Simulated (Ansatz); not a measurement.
## How much does Ta in Ru(0001), 2x2 scatter?

Wanted: the reflection from a plane of defects, Ta in Ru(0001), 2x2, and the resistivity it implies.

Main program and level: Ansatz 0.2.0; Ansatz plane-wave DFT, PBE, PAW files; ballistic transport by layer matching (Landauer), zero bias; PAW set soft_1.

**1. The starting structure**

The cell holds 64 atoms: 63 Ru and 1 Ta. Its edges and angles: a = 5.412 Å, b = 5.412 Å, c = 34.255 Å, α = 90.0°, β = 90.0°, γ = 120.0°. It derives from Ru. Regions: lead, 40 atoms (40 Ru); scattering region, 24 atoms (23 Ru and 1 Ta). The structure is stacked along c, and the current runs across the ab planes.

**2. Transmission at ideal sites**

The defect sits in one plane of the supercell, all atoms on ideal sites; the layers about the cell's end are the lead. The mesh across the current, 12×12, is finer than the density's, because channels open and close sharply across the zone. Energies from -0.1 to 0.1 eV in steps of 0.05 eV are too few for the program's thermal sum, so it prints no conductance; for a metal the transmission near the Fermi level serves, at a fraction of the cost.

Contents of input.yaml:

```yaml
crystal:
  lattice:
    - [5.4116, 0.0, 0.0]
    - [-2.7058, 4.6865830751, 0.0]
    - [0.0, 0.0, 34.2552]
  atoms:
    - { symbol: Ru, position: [0.1666666667, 0.3333333333, 0.03125] }
    - { symbol: Ru, position: [0.1666666667, 0.8333333333, 0.03125] }
    - { symbol: Ru, position: [0.6666666667, 0.3333333333, 0.03125] }
    - { symbol: Ru, position: [0.6666666667, 0.8333333333, 0.03125] }
    - { symbol: Ru, position: [0.3333333333, 0.1666666667, 0.09375] }
    - { symbol: Ru, position: [0.3333333333, 0.6666666667, 0.09375] }
    - { symbol: Ru, position: [0.8333333333, 0.1666666667, 0.09375] }
    - { symbol: Ru, position: [0.8333333333, 0.6666666667, 0.09375] }
    - { symbol: Ru, position: [0.1666666667, 0.3333333333, 0.15625] }
    - { symbol: Ru, position: [0.1666666667, 0.8333333333, 0.15625] }
    - { symbol: Ru, position: [0.6666666667, 0.3333333333, 0.15625] }
    - { symbol: Ru, position: [0.6666666667, 0.8333333333, 0.15625] }
    - { symbol: Ru, position: [0.3333333333, 0.1666666667, 0.21875] }
    - { symbol: Ru, position: [0.3333333333, 0.6666666667, 0.21875] }
    - { symbol: Ru, position: [0.8333333333, 0.1666666667, 0.21875] }
    - { symbol: Ru, position: [0.8333333333, 0.6666666667, 0.21875] }
    - { symbol: Ru, position: [0.1666666667, 0.3333333333, 0.28125] }
    - { symbol: Ru, position: [0.1666666667, 0.8333333333, 0.28125] }
    - { symbol: Ru, position: [0.6666666667, 0.3333333333, 0.28125] }
    - { symbol: Ru, position: [0.6666666667, 0.8333333333, 0.28125] }
    - { symbol: Ru, position: [0.3333333333, 0.1666666667, 0.34375] }
    - { symbol: Ru, position: [0.3333333333, 0.6666666667, 0.34375] }
    - { symbol: Ru, position: [0.8333333333, 0.1666666667, 0.34375] }
    - { symbol: Ru, position: [0.8333333333, 0.6666666667, 0.34375] }
    - { symbol: Ru, position: [0.1666666667, 0.3333333333, 0.40625] }
    - { symbol: Ru, position: [0.1666666667, 0.8333333333, 0.40625] }
    - { symbol: Ru, position: [0.6666666667, 0.3333333333, 0.40625] }
    - { symbol: Ru, position: [0.6666666667, 0.8333333333, 0.40625] }
    - { symbol: Ru, position: [0.3333333333, 0.1666666667, 0.46875] }
    - { symbol: Ru, position: [0.3333333333, 0.6666666667, 0.46875] }
    - { symbol: Ru, position: [0.8333333333, 0.1666666667, 0.46875] }
    - { symbol: Ru, position: [0.8333333333, 0.6666666667, 0.46875] }
    - { symbol: Ta, position: [0.1666666667, 0.3333333333, 0.53125] }
    - { symbol: Ru, position: [0.1666666667, 0.8333333333, 0.53125] }
    - { symbol: Ru, position: [0.6666666667, 0.3333333333, 0.53125] }
    - { symbol: Ru, position: [0.6666666667, 0.8333333333, 0.53125] }
    - { symbol: Ru, position: [0.3333333333, 0.1666666667, 0.59375] }
    - { symbol: Ru, position: [0.3333333333, 0.6666666667, 0.59375] }
    - { symbol: Ru, position: [0.8333333333, 0.1666666667, 0.59375] }
    - { symbol: Ru, position: [0.8333333333, 0.6666666667, 0.59375] }
    - { symbol: Ru, position: [0.1666666667, 0.3333333333, 0.65625] }
    - { symbol: Ru, position: [0.1666666667, 0.8333333333, 0.65625] }
    - { symbol: Ru, position: [0.6666666667, 0.3333333333, 0.65625] }
    - { symbol: Ru, position: [0.6666666667, 0.8333333333, 0.65625] }
    - { symbol: Ru, position: [0.3333333333, 0.1666666667, 0.71875] }
    - { symbol: Ru, position: [0.3333333333, 0.6666666667, 0.71875] }
    - { symbol: Ru, position: [0.8333333333, 0.1666666667, 0.71875] }
    - { symbol: Ru, position: [0.8333333333, 0.6666666667, 0.71875] }
    - { symbol: Ru, position: [0.1666666667, 0.3333333333, 0.78125] }
    - { symbol: Ru, position: [0.1666666667, 0.8333333333, 0.78125] }
    - { symbol: Ru, position: [0.6666666667, 0.3333333333, 0.78125] }
    - { symbol: Ru, position: [0.6666666667, 0.8333333333, 0.78125] }
    - { symbol: Ru, position: [0.3333333333, 0.1666666667, 0.84375] }
    - { symbol: Ru, position: [0.3333333333, 0.6666666667, 0.84375] }
    - { symbol: Ru, position: [0.8333333333, 0.1666666667, 0.84375] }
    - { symbol: Ru, position: [0.8333333333, 0.6666666667, 0.84375] }
    - { symbol: Ru, position: [0.1666666667, 0.3333333333, 0.90625] }
    - { symbol: Ru, position: [0.1666666667, 0.8333333333, 0.90625] }
    - { symbol: Ru, position: [0.6666666667, 0.3333333333, 0.90625] }
    - { symbol: Ru, position: [0.6666666667, 0.8333333333, 0.90625] }
    - { symbol: Ru, position: [0.3333333333, 0.1666666667, 0.96875] }
    - { symbol: Ru, position: [0.3333333333, 0.6666666667, 0.96875] }
    - { symbol: Ru, position: [0.8333333333, 0.1666666667, 0.96875] }
    - { symbol: Ru, position: [0.8333333333, 0.6666666667, 0.96875] }
kpoints:
  mp_grid: { grid: [5, 5, 1] }
hamiltonian:
  xc: pbe
  pseudopotentials: { kind: paw, azcp: { folder: soft_1 } }
scf:
  occupations: { method: fermi_dirac, width: 0.1 }
output:
  transmission: { leads: [[0, 8]], kmesh: [12, 12], e_range: [-0.1, 0.1], de: 0.05 }
  write_potential: true
  write_density: true
  volumetric_format: npy
  elf: true
```

Started as:

```
ansatz run input.yaml --threads 4 --pin off --max-ram 15360MiB --backend cpu --events-out ev --progress --plain --runs-dir out
```

Numbers of over 12 decimals in the logs are rounded to 6 here.

Log:

```text
Engine: ansatz 0.2.0, x86_64-unknown-linux-gnu
Pseudopotentials: kind: paw
Pseudopotential: Ru, paw, valence charge 16, recommended cutoff 420 eV (normal), soft_1/Ru.paw.azcp
Pseudopotential: Ta, paw, valence charge 13, recommended cutoff 420 eV (normal), soft_1/Ta.paw.azcp
Functional definition: PBE
  parameter kappa = 0.804
  parameter beta = 0.066725
  exchange = pbe_x(kappa = kappa, mu = beta*pi^2/3)
  correlation = pbe_c(beta = beta)
Crystal: 64 atoms, lattice volume = 868.777 Å³
Basis set: ecut = 420 eV, 16909 PW (Γ)
Bands: 613, of which v1, the nominal top of the filled ones, is band 511 counted from 1 (510 counted from 0)
Symmetry: 12 space group operations
Space group: P-6m2 (ITA 187), of the structure as read, at distance tolerance 9.5e-5 Å
k-points: 5 of 25 (time reversal used)
Non-local potential: Ru, projectors of the file, l = 0: 3, l = 1: 2, l = 2: 2, l = 3: 1
Non-local potential: Ta, projectors of the file, l = 0: 3, l = 1: 2, l = 2: 2, l = 3: 1
PAW form: soft (Blöchl's): semilocal exchange-correlation on the pseudo side does not see the compensation charge
PAW one-centre angular grid: Ru, 590 points (default); XC on 64 Gauss nodes
PAW one-centre angular grid: Ta, 590 points (default); XC on 64 Gauss nodes
Initial density: superposition of atomic densities (chi_scale 0.1, normalization cell, long waves of neutral atoms (reshape's long-wave potential 3.73 eV rms, cloud 3.16 Å wide))
Initial wavefunctions: pseudopotential atomic-orbital guess
Functional: x = pbe(κ = 0.804, μ = 0.219515), c = pbe(β = 0.066725)
SCF iter   1: F=—  HF=-380344.868381 eV  |F-HF|=—  |Δ(HF+E_count)|=         —  Δρ=1.35e-1  dr2=4.41e2  ethr=3.10e-3  ⟨swp⟩=5.0  Hψ=9961  notcnv=0
preconditioner: auto → Kerker (q_TF=auto, 2.803 Å⁻¹)  [metal: Δε(μ)=0.015 eV  Ē_g=5.271 eV  σ=0.100 eV  W_gap=0.04  n_scr=348 (ndim 8)  ℏωp=28.4 eV  f_vac=0.000  D(μ)=51.41/eV (n_scr^D=508)]
SCF iter   2: F=—  HF=-380306.128271 eV  |F-HF|=—  |Δ(HF+E_count)|=    3.87e1  Δρ=6.58e-2  dr2=1.55e2  ethr=3.10e-3  ⟨swp⟩=2.2  Hψ=5745  notcnv=0  defer=25
SCF iter   3: F=—  HF=-380294.599024 eV  |F-HF|=—  |Δ(HF+E_count)|=    1.15e1  Δρ=9.87e-3  dr2=1.39e1  ethr=3.10e-3  ⟨swp⟩=2.2  Hψ=5155  notcnv=0  defer=34
SCF iter   4: F=—  HF=-380294.448981 eV  |F-HF|=—  |Δ(HF+E_count)|=   1.50e-1  Δρ=2.09e-3  dr2=3.98e-1  ethr=1.36e-3  ⟨swp⟩=1.6  Hψ=3453  notcnv=0  defer=35
SCF iter   5: F=—  HF=-380294.446631 eV  |F-HF|=—  |Δ(HF+E_count)|=   2.35e-3  Δρ=7.01e-4  dr2=1.71e-1  ethr=3.90e-5  ⟨swp⟩=1.0  Hψ=3119  notcnv=0  defer=36
SCF iter   6: F=—  HF=-380294.444910 eV  |F-HF|=—  |Δ(HF+E_count)|=   1.72e-3  Δρ=2.09e-4  dr2=3.88e-3  ethr=1.68e-5  ⟨swp⟩=1.0  Hψ=3014  notcnv=0  defer=36
SCF iter   7: F=—  HF=-380294.444872 eV  |F-HF|=—  |Δ(HF+E_count)|=   3.81e-5  Δρ=5.44e-5  dr2=7.49e-4  ethr=3.80e-7  ⟨swp⟩=1.0  Hψ=3014  notcnv=0  defer=36
SCF iter   8: F=—  HF=-380294.444835 eV  |F-HF|=—  |Δ(HF+E_count)|=   3.65e-5  Δρ=1.25e-5  dr2=2.30e-5  ethr=7.33e-8  ⟨swp⟩=1.0  Hψ=3014  notcnv=0  defer=36
SCF iter   9: F=—  HF=-380294.447196 eV  |F-HF|=—  |Δ(HF+E_count)|=   2.36e-3  Δρ=3.71e-6  dr2=5.96e-6  ethr=2.25e-9  ⟨swp⟩=1.0  Hψ=3014  notcnv=0  defer=36
SCF iter  10: F=—  HF=-380294.447196 eV  |F-HF|=—  |Δ(HF+E_count)|=   1.76e-8  Δρ=1.08e-6  dr2=1.75e-7  ethr=5.83e-10  ⟨swp⟩=1.0  Hψ=3014  notcnv=0  defer=36
SCF iter  11: F=-380294.447196 eV  HF=-380294.447196 eV  |F-HF|=1.16e-8  |Δ(HF+E_count)|=   4.77e-9  Δρ=3.20e-7  dr2=1.20e-8  ethr=9.79e-12  ⟨swp⟩=7.6  Hψ=6539  notcnv=0
SCF 1 converged in 11 iterations: F = -380294.447196 eV  dr2 = 1.20e-8
  greatest PAW one-centre occupation: 1.000 electrons in one spin orbital (limit 2), on the Ru atom at site 33 (counted from 0), in its partial waves of l = 0
transmission: 120 of 1197 steps passed
transmission: 240 of 1197 steps passed
[...]
transmission: 1197 of 1197 steps passed
SCF converged after 11 iterations
Free energy (F): -380294.447196 eV
Harris-Foulkes:  -380294.447196 eV  (|F-HF|=1.16e-8)
Internal energy: -380292.444889 eV  (E = F + TS)
E sigma→0 (E₀):  -380293.446042 eV
Entropy (-TS):   -2.002307 eV (-31.286 meV/atom)
Fermi energy:    23.392699 eV
--- Per-component energies (eV) ---
  E_band       = -3539.441723
  E_kinetic    = 29414.841478
  E_local      = -80626.636548  (includes V_loc(G=0)·N_el)
  E_nonlocal   = 25979.457989
  E_hartree    = 26808.050465
  E_xc         = -11046.240039
  E_vxc        = -13797.853472  (∫ρ·V_xc dr)
  E_paw        = -228901.298957  (= ΣΔE_a)
  E_vpaw       = -18125.393400  (= ΣTr[D̂ρ^β])
  E_aug_tail   = 0.039431  (compensation charges beyond the density's cutoff)
  E_ewald      = -141920.658707
  E_smearing   = -2.002307  (= −TS)
  E_closure    = 0.000000  (closes the sum)
  Σ components = -380294.447196   (vs F -380294.447196, Δ=0.00e0)
--- Band table (eV; the first three rows and the last of 5) ---
  k-point 0: bands = [... 507 lower, 24.1684, 24.1684, 24.1704, 24.1728, 24.2441, 24.2441, 24.2853, 24.3336, ... 98 higher]
  k-point 1: bands = [... 507 lower, 23.6168, 23.6187, 23.8880, 23.8993, 23.9378, 23.9471, 23.9571, 23.9573, ... 98 higher]
  k-point 2: bands = [... 507 lower, 23.1088, 23.1372, 23.1431, 23.1863, 23.2399, 23.2989, 23.3189, 23.4374, ... 98 higher]
  k-point 4: bands = [... 507 lower, 23.0376, 23.0446, 23.0577, 23.1146, 23.1184, 23.2070, 23.3878, 23.4004, ... 98 higher]
--- Transmission ---
  basis      : 223 plane waves across, 63 finite elements along
  points     : 19, standing for a mesh of 12 x 12
  energies   : 5 from -0.100000 to 0.100000 eV about the Fermi level, 0.050000 eV apart; the leads are filled to 0.000000 eV, and channels, transmission and decay are at 0.000000 eV
  crystal 0  : Ru8, at the sites [0, 8], period 4.2819 Å, over 32.11 Å; its Hamiltonian steps by up to 2.2 meV
    offset         : up to 0.0000 Å between an atom of the period and one for which it stands
    channels       : 5.930556e0 a spin
    conductance    : none, the energies end too early or step too widely for 300 K: set another output.transmission.e_range or a lower de, or, where they end at an eighth of basis.ecutwfc, a higher one
  junction   : crystal 0 to crystal 0, 1.44 to 31.42 Å
    transmission   : 4.286137e0 a spin
    conductance    : none, the energies end too early or step too widely for 300 K: set another output.transmission.e_range or a lower de, or, where they end at an eighth of basis.ecutwfc, a higher one
```

Elapsed: 3 min, on 4 threads of Intel Xeon Platinum 8488C (Sapphire Rapids), shared host; peak memory 8.3 GiB.

Reading the cycles: dr2 is the Hartree energy of the density residual (eV), the measure of convergence; HF is the Harris–Foulkes estimate of the energy, which meets the free energy F at convergence.

This run has no spin polarisation although its electron count is odd.

This step gave:

```yaml
free_energy: -380294.4472 eV
energy_at_zero_smearing: -380293.4460 eV
fermi_energy: 23.39 eV
cell_area: 25.36 Å²
transmission_per_spin_nearest_the_fermi_level: 4.286
open_channels_per_spin_nearest_the_fermi_level: 5.931
step_of_the_lead_s_potential: 2.2 meV
```

Per spin. Transmission, zone mean against energy, zero at the Fermi level:

```tsv
energy (eV)	transmission, zone mean
-0.1000	4.44
-0.0500	4.39
0.0000	4.29
0.0500	4.22
0.1000	4.08
```

Per spin. The open channels, zone mean, lead by energy, zero at the Fermi level:

```tsv
energy (eV)	open channels, zone mean, lead
-0.1000	5.64
-0.0500	6.01
0.0000	5.93
0.0500	5.81
0.1000	5.22
```

Transmission over k1 and k2. At 0.0000 eV from the Fermi level.

Values, 12 rows by 12 columns:
```
 3.8  4.5  3.8  2.7  2.7  3.8  4.5  3.8  3.9  2.8  2.8  3.9
 2.5  3.8  4.3  4.3  4.2  4.3  4.3  3.8  2.5  2.8  2.2  2.8
 1.9  2.7  4.3  5.8  4.7  4.7  5.8  4.3  2.7  1.9  2.8  2.8
 2.5  2.7  4.2  4.7  5.4  8.4  5.4  4.7  4.2  2.7  2.5  3.9
 3.8  3.8  4.3  4.7  8.4 10.7 10.7  8.4  4.7  4.3  3.8  3.8
 4.5  4.5  4.3  5.8  5.4 10.7 10.7 10.7  5.4  5.8  4.3  4.5
 3.8  3.8  3.8  4.3  4.7  8.4 10.7 10.7  8.4  4.7  4.3  3.8
 2.5  3.9  2.5  2.7  4.2  4.7  5.4  8.4  5.4  4.7  4.2  2.7
 1.9  2.8  2.8  1.9  2.7  4.3  5.8  4.7  4.7  5.8  4.3  2.7
 2.5  2.8  2.2  2.8  2.5  3.8  4.3  4.3  4.2  4.3  4.3  3.8
 3.8  3.9  2.8  2.8  3.9  3.8  4.5  3.8  2.7  2.7  3.8  4.5
 4.5  3.8  2.5  1.9  2.5  3.8  4.5  3.8  2.5  1.9  2.5  3.8
```
Columns: k1 (b1) from -0.5 to 0.417; rows upwards: k2 (b2) from -0.5 to 0.417.

Open channels over k1 and k2. At 0.0000 eV from the Fermi level.

Ten even steps from '0' (3.0) to '9' (12.0):
```
342112434224
122222221212
012444421022
112448442114
322489984223
342449994424
332248998422
141124484421
022012444421
121212222222
342243421124
331013331013
```
Columns: k1 (b1) from -0.5 to 0.417; rows upwards: k2 (b2) from -0.5 to 0.417.

Valence density in the ca plane at fractional y = 0.333, with atoms of Ru and Ta within 0.2 Å of it. It is the smooth field of the valence electrons, not physical close to the nuclei.

Values in units of 1e0 e/Å³, 8 rows by 16 columns, each cell a mean:
```
0.4 0.3 1.2 0.8 0.4 0.4 0.8 1.2 0.4 0.4 0.5 1.5 0.4 0.4 0.4 1.5
2.6 1.1 0.6 0.5 1.8 1.9 0.5 0.6 1.1 2.6 0.5 0.7 0.6 2.9 0.6 0.7
7.9 3.3 0.3 0.4 5.5 5.8 0.4 0.3 3.1 8.0 0.6 0.3 1.4 8.9 1.4 0.3
2.9 1.3 0.5 0.5 2.1 2.2 0.5 0.5 1.2 3.0 0.5 0.6 0.7 3.3 0.7 0.6
0.4 0.3 1.2 0.8 0.4 0.4 0.8 1.2 0.4 0.4 0.5 1.5 0.4 0.4 0.4 1.5
2.6 1.1 0.6 0.5 1.8 1.9 0.5 0.6 0.9 2.0 0.5 0.7 0.6 2.9 0.6 0.7
7.9 3.3 0.3 0.4 5.5 5.8 0.4 0.3 2.2 4.0 0.6 0.3 1.4 8.9 1.4 0.3
2.9 1.3 0.5 0.5 2.1 2.2 0.5 0.5 1.0 2.2 0.5 0.6 0.7 3.3 0.7 0.6
```
Columns run along c (16.0 Å, from fractional 0.27 to 0.73 of the cell), rows up along a (5.4 Å). Atoms in or near the plane, at fractional coordinates: Ru at (0.28, 0.17), Ru at (0.28, 0.67), Ru at (0.41, 0.17), Ru at (0.41, 0.67), Ta at (0.53, 0.17), Ru at (0.53, 0.67), Ru at (0.66, 0.17), Ru at (0.66, 0.67).

ELF in the ca plane at fractional y = 0.333, with atoms of Ru and Ta within 0.2 Å of it. It is the smooth field of the valence electrons, not physical close to the nuclei.

Ten even steps from '0' (0.11) to '9' (0.71), each cell a mean:
```
22222125422222222135423211223245312222222245
22222224422222222135422333332245312222222244
35542222222245532223222256522223222355422222
68773232232377862322232477742322232687732322
77674233332476762332332676752332323776732333
67863222232378752322232478742322232578632222
34432223222235422223222246422223222345322233
22222125422222222135422333332245312222222245
22222224422222222235423211123245322222222244
35542222222245532222332268622332222355422222
68773232232377862322332697962332232687732322
77674233332476762233332870772333323776742333
67863222222378752322332698952322232678632222
34432223222235422223232156412323222345322233
```
Columns run along c (16.0 Å, from fractional 0.27 to 0.73 of the cell), rows up along a (5.4 Å). Atoms in or near the plane, at fractional coordinates: Ru at (0.28, 0.17), Ru at (0.28, 0.67), Ru at (0.41, 0.17), Ru at (0.41, 0.67), Ta at (0.53, 0.17), Ru at (0.53, 0.67), Ru at (0.66, 0.17), Ru at (0.66, 0.67).

Electrostatic potential energy in the ca plane at fractional y = 0.333, with atoms of Ru and Ta within 0.2 Å of it. With pseudopotentials it is smooth inside the atoms' cores, unlike the true potential.

Ten even steps from '0' (-70 eV) to '9' (24 eV), each cell a mean:
```
99999986689999999976799999999876799999999866
99999986689999999976799999999976899999999866
86579998899975689998899865689988999865799988
41038999999730158999999620269999998410389999
30027999999610038999999500059999998300279999
51148999999831259999999621279999998511489999
86689998899986789998899976799988999866899988
99999986689999999976799999999876799999999866
99999986689999999976799999999876899999999866
86579998899975689998899876789988999865799988
41038999999730158999999643479999998410389999
30027999999610038999998632368999998300279999
51148999999831159999999743479999998511489999
86689998899986789998899876789988999866899988
```
Columns run along c (16.0 Å, from fractional 0.27 to 0.73 of the cell; values clipped at the 3rd and 97th percentile), rows up along a (5.4 Å). Atoms in or near the plane, at fractional coordinates: Ru at (0.28, 0.17), Ru at (0.28, 0.67), Ru at (0.41, 0.17), Ru at (0.41, 0.67), Ta at (0.53, 0.17), Ru at (0.53, 0.67), Ru at (0.66, 0.17), Ru at (0.66, 0.67).

Over the solved energies the transmission per spin lies between 4.08 and 4.44, out of 5.72 channels of the lead on average (up to 6.01).

**3. Resistance at ideal sites**

This step: Ansatz plane-wave DFT, PBE, PAW files; ballistic transport by layer matching (Landauer), zero bias; area resistance of the defect plane and resistivity an atomic per cent; PAW set soft_1 (Ansatz 0.2.0).

Numbers from this step:

```
area resistance                                                                                 : 0.2082 fΩ m²
T over the leads' mean channel count                                                            : 0.7266
resistivity per at.% scaled from this dense plane, with the factor 3/4 for isotropic scattering : 2.917 µΩ cm
```

Averaged over the energies near the Fermi level, 72.7 % of the channels pass, which makes 0.208 fΩ m².

By hand, with T and the leads' channels N averaged over the energies near the Fermi level: RA = A (h/2e²)(1/T − 1/N) = 25.36×10⁻²⁰ m² × 12 906 Ω × (1/4.299 − 1/5.917) = 0.208 fΩ m². Per atomic per cent: RA × A / V_atom × 0.01 × 3/4 = 2.92 µΩ cm, with the host's V_atom = 13.57 Å³.

**4. What came out**

```yaml
share_of_channels_that_pass_rigid: 0.727
area_resistance_rigid: 0.208 fΩ m²
resistivity_per_at_from_the_area_resistance_times_3_over_4_rigid: 2.92 µΩ cm
```

**Reading.** The plane of defects adds 0.21 fΩ m². Scaled to one atomic per cent that is 3.9 µΩ cm as it stands and 2.9 with the factor 3/4 for isotropic scattering on a spherical Fermi surface; with the reflection in place of the resistance taken as linear in the density it would be 2.1. These are rough estimates of the dilute value, not bounds. One Ta in each 2x2 cell reflects 27 % of the lead's channels. The defects form a dense periodic sheet that scatters coherently, unlike a dilute random alloy. T and N are means over the solved energies nearest the Fermi level. Spin-orbit coupling is left out, which matters for Ta.

[Logs are printed without paths, hosts, clocks, repeated set-up lines and the standing remarks that a program may print on its own settings, such as how far it seeks lower states.]

[Hosts, paths, dates, database ids (printed as entryN), source tags and the programs' standing remarks are cut or masked in the printed files.]
